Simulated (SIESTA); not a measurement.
Crystal: WC (Qusongite).

```
W C
1.0
     2.90650    0.00000    0.00000
    -1.45325    2.51710    0.00000
     0.00000    0.00000    2.83660
W C
1 1
Direct
  0.00000 0.00000 0.00000
  0.66667 0.33333 0.50000
```

Base run:

- Program: SIESTA 5.4.2
- Functional: PBE
- Potentials or basis: PseudoDojo 0.4 standard (PBE files)
- Basis: DZP (energy shift 0.003 Ry; two zetas on semicore shells)
- Grid cutoff: 800 Ry
- Energy shift: 0.003 Ry
- k mesh: 10 × 10 × 9
- Occupations: fermi-dirac, width 0.05 eV
- Spin: no spin polarisation

Its results: band gap on the k mesh none (metal or under the smearing width); pressure 11.6 GPa.

The run is repeated on the same cell with these changes: functional from PBE to BLYP. What comes out?

Band gap on the k mesh none (metal or under the smearing width); pressure 24.9 GPa.

BLYP binds less tightly than PBE, so the same cell stands under more pressure.

Caveats: short orbitals over semicore shells can move pressures by several GPa; the basis of atomic orbitals isn't converged, which shifts pressures, moduli and gaps; the potentials were made for another functional, which shifts forces and pressure (some runs).

Not every run made on this cell is shown here.
